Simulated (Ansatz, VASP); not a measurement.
**Two plane-wave programs on SnH5**

The input INCAR:

```
PREC = Accurate
ENCUT = 520
EDIFF = 1E-7
ISMEAR = 0
SIGMA = 0.1
LREAL = F
LASPH = T
NELM = 60
ALGO = Normal
ISIF = 2
LWAVE = F
LCHARG = F
GGA = PE
NBANDS = 18
```

Contents of KPOINTS:

```
regular mesh
0
Gamma
  6 6 2
```

POSCAR

```
SnH5
1.0
    2.6255880400      0.0000000000      0.0000000000
   -1.3127940200      2.2738259400      0.0000000000
    0.0000000000      0.0000000000     13.4769228700
Sn H
1 5
Direct
    0.3333333300      0.6666666700      0.0000000000
    0.6666666700      0.3333333300      0.8184250000
    0.3333333300      0.6666666700      0.6598208500
    0.6666666700      0.3333333300      0.5000000000
    0.3333333300      0.6666666700      0.3401791500
    0.6666666700      0.3333333300      0.1815750000
```

Input for Ansatz:

```yaml
crystal:
  lattice:
    - [2.62558804, 0.0, 0.0]
    - [-1.31279402, 2.27382594, 0.0]
    - [0.0, 0.0, 13.47692287]
  atoms:
    - { symbol: Sn, position: [0.33333333, 0.66666667, 0.0] }
    - { symbol: H, position: [0.66666667, 0.33333333, 0.818425] }
    - { symbol: H, position: [0.33333333, 0.66666667, 0.65982085] }
    - { symbol: H, position: [0.66666667, 0.33333333, 0.5] }
    - { symbol: H, position: [0.33333333, 0.66666667, 0.34017915] }
    - { symbol: H, position: [0.66666667, 0.33333333, 0.181575] }
basis:
  ecutwfc: 420
kpoints:
  mp_grid: { grid: [6, 6, 2] }
hamiltonian:
  xc: pbe
scf:
  occupations: { method: gaussian, width: 0.1 }
  lower_state_search: "off"
output:
  forces: true
  stress: true
  eigenvalues: true
```

Change from the starting cell: species swapped into the CeMg5 type (P-6m2, No. 187).

Alike in both runs: task single point; functional PBE; k mesh 6 × 6 × 2; occupations gaussian, width 0.1 eV; no spin polarisation.

|  | VASP | Ansatz |
| --- | --- | --- |
| version | VASP 6.6.1 | Ansatz 0.2.0 |
| potentials or method | VASP PAW PBE potentials, release 64 (Sn_d, H) | scalar-relativistic, plane waves, PAW |
| plane-wave cutoff (eV) | 520 | 420 |
| valence electrons in the cell | 19 | 19 |

|  | VASP | Ansatz | Ansatz less VASP |
| --- | --- | --- | --- |
| gap on the k mesh at the Fermi level (eV) | none | none | - |
| pressure (GPa) | 5.9 | 6.1 | +0.13 |
| largest component of the traceless stress (GPa) | 22.19 | 22.20 | +0.006 |
| rms of the force components (eV/Å) | 0.219 | 0.219 | +0.0001 |

Atom by atom the forces differ by 0.000 eV/Å (rms over components). A gap of «none» marks a metal or a gap that the smearing closes.

Caveats: the k mesh is coarse (spacing up to 0.46 Å⁻¹), so the values aren't converged.
